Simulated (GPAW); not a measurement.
**Zr in GPAW: the effect of strain uniaxial z**

Crystal: Zr.

```
Zr
1.0
     3.23200    0.00000    0.00000
    -1.61600    2.79899    0.00000
     0.00000    0.00000    4.94112
Zr
2
Direct
  0.66667 0.33333 0.75000
  0.33333 0.66667 0.25000
```

Alike in all runs:

```yaml
Program: GPAW 26.7.0
Task: single point
Functional: PBEsol
Potentials_or_basis: PAW data sets generated in the run's folder for this functional
Cutoff: 600 eV
Basis: pw
k_mesh: 9 × 9 × 5
Occupations: fermi-dirac, width 0.05 eV
Spin: no spin polarisation
Maxiter: 150
```

Problem. One run gave: pressure 0.6 GPa. Which strain uniaxial z did it use?
A. 0.02
B. 0
C. 0.01
D. -0.04
E. 0.04

Solution. D.

```tsv
strain uniaxial z	pressure (GPa)
-0.04	0.6
-0.02	-1.6
-0.01	-2.6
0	-3.6
0.01	-4.5
0.02	-5.4
0.04	-7.0
```

Caveats: the density grid can change from cell to cell, which puts small steps into energies and stress.

Runs at the PBE level aren't shown here.
